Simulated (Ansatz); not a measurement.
**SrTe: relaxation of cell and atoms**

These are results of DFT, PBE, PAW with Ansatz's default frozen-core files, scalar-relativistic in Ansatz 0.2.0, not measurements.

Command: `ansatz run input.yaml --threads 1 --pin off --max-ram 2048MiB --backend cpu --events-out ev --progress --plain --runs-dir out` The run took about 27 s on 1 thread of a shared machine.

```yaml
crystal:
  lattice:
    - [0.0, 3.2195088072, 3.2195088072]
    - [3.2195088072, 0.0, 3.2195088072]
    - [3.2195088072, 3.2195088072, 0.0]
  atoms:
    - { symbol: Sr, position: [0.0, 0.0, 0.0] }
    - { symbol: Te, position: [0.5, 0.5, 0.5] }
kpoints:
  mp_grid: { grid: [11, 11, 11] }
scf:
  occupations: { method: fermi_dirac, width: 0.03 }
hamiltonian:
  xc: pbe
  pseudopotentials: { kind: paw }
output:
  forces: true
  stress: true
relax:
  f_tol: 0.005
  max_steps: 80
  cell: {}
```

No spin–orbit coupling, which matters for the heavy atoms here.

The cell is built from the rocksalt type as a first guess.

The cutoff is 420 eV; energies and pressures of the walk include the program's estimate of the Pulay term.

Each frame lists the cell vectors (Å), then Cartesian positions (Å); symmetry keeps all forces zero. Free energies count from the first step, -10527.5428 eV.

The walk took 5 evaluations in all; steps that aren't listed are left out.

Step 1: E = 0.0 meV, P = 5.39 GPa

```
cell 0.0000 3.2195 3.2195 3.2195 0.0000 3.2195 3.2195 3.2195 0.0000
Sr    0.0000    0.0000    0.0000
Te    3.2195    3.2195    3.2195
```

Step 2:

```
cell 0.0000 3.3765 3.3765 3.3765 0.0000 3.3765 3.3765 3.3765 0.0000
Sr    0.0000    0.0000    0.0000
Te    3.3765    3.3765    3.3765
```

Step 3: E = -136.0 meV, P = -0.09 GPa

```
cell 0.0000 3.3624 3.3624 3.3624 0.0000 3.3624 3.3624 3.3624 0.0000
Sr    0.0000    0.0000    0.0000
Te    3.3624    3.3624    3.3624
```

(1) Give the energy, pressure of step 2.

(2) How does the relaxation end?

Results:

(1) E = -134.2 meV, P = -0.48 GPa
```
Sr    0.0000    0.0000    0.0000
Te    3.3765    3.3765    3.3765
```

(2) It converges, with a = 6.718 Å, b = 6.718 Å, c = 6.718 Å, α = 90.00°, β = 90.00°, γ = 90.00° (conventional cell, space group Fm-3m). The last solve (on a basis chosen afresh for the final cell, so its energy is not quite comparable) gives E = -136.7 meV, P = 0.00 GPa:
```
cell 0.0000 3.3592 3.3592 3.3592 0.0000 3.3592 3.3592 3.3592 0.0000
Sr    0.0000    0.0000    0.0000
Te    3.3592    3.3592    3.3592
```
